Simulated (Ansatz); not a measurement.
Here is an Ansatz 0.2.0 calculation.

input.yaml

```yaml
crystal:
  lattice:
    - [3.5532880902, 0.0, 0.0]
    - [-1.7766440451, 3.0772377531, 0.0]
    - [0.0, 0.0, 6.21730398]
  atoms:
    - { symbol: Sr, position: [0.6666666667, 0.3333333333, 0.75] }
    - { symbol: Sr, position: [0.3333333333, 0.6666666667, 0.25] }
    - { symbol: O, position: [0.0, 0.0, 0.5] }
    - { symbol: O, position: [0.0, 0.0, 0.0] }
kpoints:
  mp_grid: { grid: [5, 5, 3] }
scf:
  occupations: { method: fermi_dirac, width: 0.03 }
hamiltonian:
  xc: pbe
  pseudopotentials: { kind: all_electron, lapw: { basis_error: 0.002 } }
output:
  forces: true
  stress: true
  eigenvalues: true
```

Potentials or basis: all-electron LAPW, scalar-relativistic.

Run with:

```console
$ ansatz run input.yaml --threads 2 --pin off --max-ram 6144MiB --backend cpu --events-out ev --progress --plain --runs-dir out
```

Q: What does it give for the pressure?

A: 1.4 GPa.

Q: Estimate the band gap on the k mesh.

A: 3.08 eV, direct.

Stress tensor (GPa, compression positive):
```
1.52 0.00 0.00
0.00 1.52 0.00
0.00 0.00 1.30
```

Caveat: an odd mesh through Γ misses points on the zone boundary, where band edges often lie.
